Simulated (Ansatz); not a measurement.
input.yaml (Ansatz)

```yaml
crystal:
  lattice:
    - [2.9264058126, 0.0, 0.0]
    - [-1.4632029063, 2.5343417755, 0.0]
    - [0.0, 0.0, 2.8790387235]
  atoms:
    - { symbol: B, position: [0.0, 0.0, 0.0] }
    - { symbol: B, position: [0.3333333333, 0.6666666667, 0.5] }
    - { symbol: B, position: [0.6666666667, 0.3333333333, 0.5] }
hamiltonian:
  xc: pbesol
  pseudopotentials:
    kind: paw
    azcp:
      B: "pseudopotentials/B.paw.azcp"
basis:
  ecutwfc: 420
  fft_grid_basis: typed
kpoints:
  mp_grid: { grid: [14, 14, 13], shift: [0, 0, 0] }
magnetization:
  spin_polarized: false
scf:
  occupations: { method: fermi_dirac, width: 0.1 }
  lower_state_search: "off"
output:
  stress: true
```

Terminal output

```
Warning: the record states the generating functional pbe (its physics header spells it `PBE`), which answers neither for hamiltonian.xc's functional nor for the pbesol family's — results may be inconsistent (PPs are generated against a specific XC)
Engine: ansatz 0.2.0, x86_64-unknown-linux-gnu
Pseudopotentials: kind: paw
Pseudopotential: B, paw, valence charge 3, recommended cutoff 420 eV (normal) 
Functional definition: PBEsol
  exchange = pbesol_x
  correlation = pbesol_c
Crystal: 3 atoms, lattice volume = 21.352 Å³
Basis set: ecut = 420 eV, 405 PW (Γ)
Bands: 9, of which v1, the nominal top of the filled ones, is band 5 counted from 1 (4 counted from 0)
Symmetry: 24 space group operations
Space group: P6/mmm (ITA 191), of the structure as read, at distance tolerance 2.8e-5 Å
k-points: 168 of 2548
Non-local potential: B, projectors of the file, l = 0: 2, l = 1: 2, l = 2: 1
PAW form: soft (Blöchl's): semilocal exchange-correlation on the pseudo side does not see the compensation charge
PAW frozen core: B, regenerated for the run's functional, and the local potential with it (the file was generated under x = pbe(κ = 0.804, μ = 0.2195149727645171), c = pbe(β = 0.06672455060314922))
PAW one-centre angular grid: B, 110 points (default); XC on 64 Gauss nodes
Initial density: superposition of atomic densities (neutral atoms: chi_scale 0, normalization atom), corrected by the library's trained network
Initial wavefunctions: pseudopotential atomic-orbital guess
Functional: x = pbesol(κ = 0.804, μ = 0.12345679012345678), c = pbesol(β = 0.046)
SCF iter   1: F=—  HF=-454.976412 eV  |F-HF|=—  |Δ(HF+E_count)|=         —  Δρ=7.25e-3  dr2=7.04e-3  ethr=1.77e-3  ⟨swp⟩=4.6  Hψ=9177  notcnv=0
SCF iter   2: F=—  HF=-454.976051 eV  |F-HF|=—  |Δ(HF+E_count)|=   3.61e-4  Δρ=4.53e-3  dr2=3.24e-3  ethr=7.82e-5  ⟨swp⟩=1.0  Hψ=2856  notcnv=0
SCF iter   3: F=—  HF=-454.975486 eV  |F-HF|=—  |Δ(HF+E_count)|=   5.65e-4  Δρ=3.03e-4  dr2=5.99e-6  ethr=3.60e-5  ⟨swp⟩=1.4  Hψ=1657  notcnv=0
SCF iter   4: F=—  HF=-454.975487 eV  |F-HF|=—  |Δ(HF+E_count)|=   8.72e-7  Δρ=5.20e-5  dr2=2.75e-7  ethr=6.65e-8  ⟨swp⟩=2.3  Hψ=2203  notcnv=0
iter 5 did not close the SCF: its close was put off for the readings that it lacked (scf_convergence_deferred on its scf_iter line)
SCF iter   5: F=-454.975487 eV  HF=-454.975487 eV  |F-HF|=5.79e-10  |Δ(HF+E_count)|=   7.42e-8  Δρ=4.18e-6  dr2=2.44e-9  ethr=3.06e-9  ⟨swp⟩=2.1  Hψ=2176  notcnv=0
SCF iter   6: F=-454.975487 eV  HF=-454.975487 eV  |F-HF|=1.17e-11  |Δ(HF+E_count)|=  5.67e-11  Δρ=7.72e-7  dr2=4.65e-11  ethr=2.71e-11  ⟨swp⟩=1.0  Hψ=4444  notcnv=0
SCF 1 converged in 6 iterations: F = -454.975487 eV  dr2 = 4.65e-11
SCF converged after 6 iterations
Free energy (F): -454.975487 eV
Harris-Foulkes:  -454.975487 eV  (|F-HF|=1.17e-11)
Internal energy: -454.959858 eV  (E = F + TS)
E sigma→0 (E₀):  -454.967672 eV
Entropy (-TS):   -0.015629 eV (-5.210 meV/atom)
Fermi energy:    10.680178 eV
--- Per-component energies (eV) ---
  E_band       = 34.957070
  E_kinetic    = 138.722729
  E_local      = -32.931336  (includes V_loc(G=0)·N_el)
  E_nonlocal   = 35.195548
  E_hartree    = 6.835984
  E_xc         = -94.240667
  E_vxc        = -112.125190  (∫ρ·V_xc dr)
  E_paw        = -225.892663  (= ΣΔE_a)
  E_vpaw       = -7.576618  (= ΣTr[D̂ρ^β])
  E_aug_tail   = -0.000006  (compensation charges beyond the density's cutoff)
  E_ewald      = -282.693579
  E_core_change = 0.044133  (= ΣΔE_core)
  E_smearing   = -0.015629  (= −TS)
  E_closure    = 0.000000  (closes the sum)
  Σ components = -454.975487   (vs F -454.975487, Δ=0.00e0)
--- Stress (GPa, compression-positive) ---
      -18.511603      -0.000000       0.000000
        0.000000     -18.511603       0.000000
        0.000000       0.000000     -10.203866
  P = ⅓ Tr σ = -15.7424 GPa (-157.424 kbar)
```

Command:

```sh
ansatz run input.yaml --threads 2 --pin off --max-ram 5120MiB --backend cpu --events-out ev --progress --plain --runs-dir out
```

On 2 threads of Intel(R) Xeon(R) 6975P-C (Granite Rapids) (shared host) this took about 0.55 s of wall time and 0.97 s of CPU time.
